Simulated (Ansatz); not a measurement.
# TiO2: how settings move the results

The task, for TiO2: see how the k-point mesh moves the results.

Computed with Ansatz 0.2.0 (DFT r2SCAN, scalar-relativistic, plane waves, PAW, unless a step's input says otherwise).

1 further run of the same task is left out (set aside as unsound or not needed). Runs told in other sessions of the task aren't counted.

### 1 Starting point

The structure is monoclinic, space group C2/c (No. 15). The conventional cell has a = 5.412 Å, b = 5.413 Å, c = 5.472 Å, α = 90.00°, β = 118.77°, γ = 90.00°. Around Ti (site symmetry 2) lie 6 O at 1.93 to 2.00 Å. O (site symmetry 1) has 3 Ti at 1.93 to 2.00 Å in its first shell of neighbours.

Cell or atoms stand a little off a more symmetric structure (I4_1/amd at a tolerance of 0.3 Å), so results at this geometry aren't those of that ideal crystal.

Coordinates:

```xyz
6
Lattice="2.7060 -2.7067 0.0000 2.7060 2.7067 0.0000 -2.6335 0.0000 4.7966" Properties=species:S:1:pos:R:3 pbc="T T T"
Ti    2.0477    1.9807    1.1992
Ti    0.7309   -1.9807    3.5975
O    -0.6205   -0.6563    3.2001
O     3.3990    0.6563    1.5966
O     2.0823   -0.6563    3.9949
O     0.6963    0.6563    0.8018
```

The structure comes from the Materials Project (structure only); it is used as listed.

### 2 The base input

Input file input.yaml:

```yaml
crystal:
  lattice:
    - [2.706034, -2.706655, 0.0]
    - [2.706034, 2.706655, 0.0]
    - [-2.633531, 0.0, 4.796637]
  atoms:
    - { symbol: Ti, position: [0.13411, 0.86589, 0.25] }
    - { symbol: Ti, position: [0.86589, 0.13411, 0.75] }
    - { symbol: O, position: [0.331221, 0.088755, 0.667149] }
    - { symbol: O, position: [0.668779, 0.911245, 0.332851] }
    - { symbol: O, position: [0.911245, 0.668779, 0.832851] }
    - { symbol: O, position: [0.088755, 0.331221, 0.167149] }
basis:
  ecutwfc: 500
kpoints:
  mp_grid: { grid: [8, 8, 6] }
hamiltonian:
  xc: r2scan
scf:
  occupations: { method: gaussian, width: 0.02 }
output:
  forces: true
  stress: true
  eigenvalues: true
  populations: true
  write_density: true
  write_potential: true
  elf: true
  volumetric_format: npy
```

It was run beforehand and gave: -1215.4356 eV/atom at zero smearing, pressure -6.36 GPa, largest force 0.228 eV/Å, gap on the mesh 2.44 eV, in 8 SCF cycles and 17 s.

### 3 K-point mesh set to 1×1×1

Input file input.yaml:

```yaml
crystal:
  lattice:
    - [2.706034, -2.706655, 0.0]
    - [2.706034, 2.706655, 0.0]
    - [-2.633531, 0.0, 4.796637]
  atoms:
    - { symbol: Ti, position: [0.13411, 0.86589, 0.25] }
    - { symbol: Ti, position: [0.86589, 0.13411, 0.75] }
    - { symbol: O, position: [0.331221, 0.088755, 0.667149] }
    - { symbol: O, position: [0.668779, 0.911245, 0.332851] }
    - { symbol: O, position: [0.911245, 0.668779, 0.832851] }
    - { symbol: O, position: [0.088755, 0.331221, 0.167149] }
basis:
  ecutwfc: 500
kpoints:
  mp_grid: { grid: [1, 1, 1] }
hamiltonian:
  xc: r2scan
scf:
  occupations: { method: gaussian, width: 0.02 }
output:
  forces: true
  stress: true
  eigenvalues: true
```

The run is started by

```
> ansatz run input.yaml --threads 1 --pin off --max-ram 2560MiB --backend cpu --events-out ev --progress --plain --runs-dir out
```

### 4 K-point mesh: 2×2×2

Changes to input.yaml since step 3:

```diff
@@ -15,3 +15,3 @@
 kpoints:
-  mp_grid: { grid: [1, 1, 1] }
+  mp_grid: { grid: [2, 2, 2] }
 hamiltonian:
```

### 5 K-point mesh: 4×4×2

Changes to input.yaml since step 4:

```diff
@@ -15,3 +15,3 @@
 kpoints:
-  mp_grid: { grid: [2, 2, 2] }
+  mp_grid: { grid: [4, 4, 2] }
 hamiltonian:
```

### 6 K-point mesh: 4×4×4

Changes to input.yaml since step 5:

```diff
@@ -15,3 +15,3 @@
 kpoints:
-  mp_grid: { grid: [4, 4, 2] }
+  mp_grid: { grid: [4, 4, 4] }
 hamiltonian:
```

### 7 K-point mesh: 6×6×4

Changes to input.yaml since step 6:

```diff
@@ -15,3 +15,3 @@
 kpoints:
-  mp_grid: { grid: [4, 4, 4] }
+  mp_grid: { grid: [6, 6, 4] }
 hamiltonian:
```

### 8 K-point mesh: 6×6×6

Changes to input.yaml since step 7:

```diff
@@ -15,3 +15,3 @@
 kpoints:
-  mp_grid: { grid: [6, 6, 4] }
+  mp_grid: { grid: [6, 6, 6] }
 hamiltonian:
```

### 9 K-point mesh: 10×10×8

Changes to input.yaml since step 8:

```diff
@@ -15,3 +15,3 @@
 kpoints:
-  mp_grid: { grid: [6, 6, 6] }
+  mp_grid: { grid: [10, 10, 8] }
 hamiltonian:
@@ -24 +24,5 @@
   eigenvalues: true
+  write_density: true
+  write_potential: true
+  elf: true
+  volumetric_format: npy
```

### 10 K-point mesh set to 12×12×8

Changes to input.yaml since step 9:

```diff
@@ -15,3 +15,3 @@
 kpoints:
-  mp_grid: { grid: [10, 10, 8] }
+  mp_grid: { grid: [12, 12, 8] }
 hamiltonian:
@@ -24,5 +24 @@
   eigenvalues: true
-  write_density: true
-  write_potential: true
-  elf: true
-  volumetric_format: npy
```

(Steps that only read results are left out.)

**Question.** What does this series show?

**Answer**, as computed:

| quantity | value |
| --- | --- |
| k-point mesh: within 10 and 1 meV/atom of 12×12×8 from | 2×2×2 for 10; 4×4×4 for 1 |

**Reading.** In the sweep of the k-point mesh, 4×4×4 already comes within 1 meV/atom of the reference, and so do all later runs, at about 0.1 of the reference's time. That is measured against the best run here, which may itself be short of the limit. A mesh shows the true gap only if it holds both band edges, so the gap need not fall steadily as the mesh grows. The error changes sign along the series, since a k mesh isn't variational. Forces stay within 0.01 eV/Å of the reference from 4×4×4 on.
